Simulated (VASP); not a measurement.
BN: relaxation of cell and atoms with vdW-DF2

Crystal: BN.

```xyz
2
Lattice="0.0000 1.8130 1.8130 1.8130 0.0000 1.8130 1.8130 1.8130 0.0000" Properties=species:S:1:pos:R:3 pbc="T T T"
N     0.9065    0.9065    0.9065
B     0.0000    0.0000    0.0000
```

The cell is a database's computed one.

- Program: VASP 6.6.1
- Task: relaxation of cell and atoms
- Functional: vdW-DF2
- Potentials or basis: VASP PAW PBE potentials, release 64 (N, B)
- Cutoff: 600 eV
- k mesh: 13 × 13 × 13
- Occupations: fermi-dirac, width 0.05 eV
- Spin: no spin polarisation
- Further INCAR settings: ALGO = Normal; EDIFF = 1e-06; IBRION = 2; EDIFFG = -0.01; NSW = 60; ISIF = 3

```json
{
  "Relaxed volume": "6.11 Å³/atom",
  "Relaxed cell": "a = 2.585 Å, b = 2.585 Å, c = 2.585 Å, α = 60.00°, β = 60.00°, γ = 60.00°",
  "Space group after relaxing (to 0.05 Å)": "F-43m (No. 216)",
  "Energy gained by relaxing": "4.1 meV/atom",
  "Ionic steps": "3",
  "Pressure after relaxing": "0.0 GPa",
  "Band gap on the k mesh": "5.15 eV, indirect (least direct gap 8.80 eV)"
}
```

Step by step:
| step | energy change (eV) | largest force (eV/Å) | pressure (GPa) | volume (Å³) |
| --- | --- | --- | --- | --- |
| 1 | 0.0000 | 0.0000 | 8.96 | 11.92 |
| 2 | -0.0010 | 0.0000 | -7.80 | 12.50 |
| 3 | -0.0081 | 0.0000 | -0.02 | 12.22 |

Final structure:
```
N B
1.0
     0.00000    1.82793    1.82793
     1.82793    0.00000    1.82793
     1.82793    1.82793    0.00000
N B
1 1
Direct
  0.25000 0.25000 0.25000
  0.00000 0.00000 0.00000
```

Levels at points of the mesh, in eV from the valence-band top:
| k point | band 2 | band 3 | band 4 | band 5 | band 6 | band 7 |
| --- | --- | --- | --- | --- | --- | --- |
| (0.00, 0.00, 0.00) | 0.00 | 0.00 | 0.00 | 8.80 | 8.80 | 8.80 |

Run time: 22 s on 1 thread of Intel(R) Xeon(R) 6975P-C (Granite Rapids), on a shared host, peak memory 0.22 GiB.

Caveat: the PAW data sets were made with another functional, which shifts forces and pressure a little; an odd mesh through Γ misses points on the zone boundary, where band edges often lie.
